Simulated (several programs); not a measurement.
## What each method gives for KNbO3 (P4mm)

KNbO3 (started from an entry of an open crystallographic database), relaxed with r2SCAN in Ansatz, was computed with several methods. It is tetragonal, P4mm (No. 99); conventional cell a = 3.975 Å, c = 4.107 Å, 12.98 Å³ an atom. Around K lie 12 O at 2.78–2.94 Å; around Nb lie 6 O at 1.85–2.26 Å; around O lie 2 Nb at 1.85–2.26 Å and 4 K at 2.81 Å; around O lie 2 Nb at 2.00 Å and 4 K at 2.78–2.94 Å. No spin polarisation and no zero-point or thermal motion.

```cif
data_structure
_symmetry_space_group_name_H-M 'P4mm'
_symmetry_Int_Tables_number 99
_cell_length_a 3.9752
_cell_length_b 3.9752
_cell_length_c 4.1073
_cell_angle_alpha 90.000
_cell_angle_beta 90.000
_cell_angle_gamma 90.000
_cell_volume 64.91
loop_
_atom_site_label
_atom_site_type_symbol
_atom_site_symmetry_multiplicity
_atom_site_Wyckoff_symbol
_atom_site_fract_x
_atom_site_fract_y
_atom_site_fract_z
_atom_site_occupancy
K1 K 1 a 0.00000 0.00000 0.01448 1
Nb1 Nb 1 b 0.50000 0.50000 0.49723 1
O1 O 1 b 0.50000 0.50000 0.04796 1
O2 O 2 c 0.50000 0.00000 0.54116 1
```

Gaps and times are for a single point on this cell; volume and bulk modulus come from each method's own relaxation or energy curve at fixed shape, which is too stiff where a cell has free coordinates or axes. Times are rough, from shared hosts (Arm Neoverse V1; Arm Neoverse V2), and each method has its own mesh and cell size. A double dagger marks a value from a curve with shape and coordinates held. PM6 (MOPAC), PM7 (MOPAC), GFN1-xTB (tblite) treat a cluster of cells at its zone centre, which samples few k points: where these miss a band edge, the gap comes out too large for that reason alone. Gaps from k meshes are read at a limited set of points (mesh, symmetry points, PBE's band edges), so each method's own least gap may be somewhat smaller. xTB and the PM methods were fitted mostly to molecules, and can miss a solid's gap by electronvolts. Minimal bases can be far off for gaps. Times of the plane-wave rungs are withheld (a dash), since they come from other jobs, hosts and meshes; the meshes of hybrids and Hartree-Fock don't converge their gaps to the digits shown. GLLB-SC's gap includes the derivative discontinuity. d marks a direct gap, i an indirect one (no mark: not told apart), a dash a value that wasn't computed or didn't pass its checks.

| method | kind | gap (eV) | own volume (Å³/atom) | bulk modulus (GPa) | atoms computed | processor time |
| --- | --- | --- | --- | --- | --- | --- |
| PBEsol | semilocal | – | 12.82 | – | 5 | – |
| light PBE (260 eV, its own mesh) | light plane-wave | 1.45 i | – | – | 5 | 0.93 s |
| GFN1-xTB (tblite) | tight binding | 1.83 | – | – | cluster | 4.4 s |
| PM7 (MOPAC) | semi-empirical | 6.11 | 11.91‡ | 297‡ | cluster | 5.5 s |
| PBE | semilocal | 1.62 i | 13.46 | 165‡ | 5 | – |
| PM6 (MOPAC) | semi-empirical | 9.27 | – | – | cluster | 6.6 s |
| LDA | semilocal | 1.54 i | 12.42 | – | 5 | – |
| r2SCAN | semilocal | 2.00 i | 12.98 | 188‡ | 5 | – |
| PBE/SZV (CP2K) | small basis | 0.71 i | 13.90‡ | 161‡ | 5 | 15 s |
| GLLB-SC (GPAW) | model potential | 3.62 | – | – | 5 | 17 s |
| PBE/DZVP (CP2K) | small basis | 1.50 i | 13.32‡ | 169‡ | 5 | 47 s |
| PBE+SOC | semilocal | 1.62 i | – | – | 5 | – |
| PBE0 | hybrid | 3.65 i | – | – | 5 | – |
| HSE06 | hybrid | 2.90 i | – | – | 5 | – |
| r2SCANh | hybrid | 2.77 i | – | – | 5 | – |
| DDH-PBE0 | hybrid | 3.06 i | – | – | 5 | – |

Against HSE06 (2.90 eV) the nearest gap at the points sampled is that of r2SCANh (-0.14 eV) and the farthest that of PM6 (MOPAC) (+6.37 eV). HSE06 is only a yardstick of convenience, and nearness to it can be luck.

Volumes against r2SCAN's: PBEsol -1.3 %, PBE +3.7 %, LDA -4.3 %.

Runs without a result: GFN2-xTB (tblite) (single point).

Only the rows marked +SOC include spin-orbit coupling.
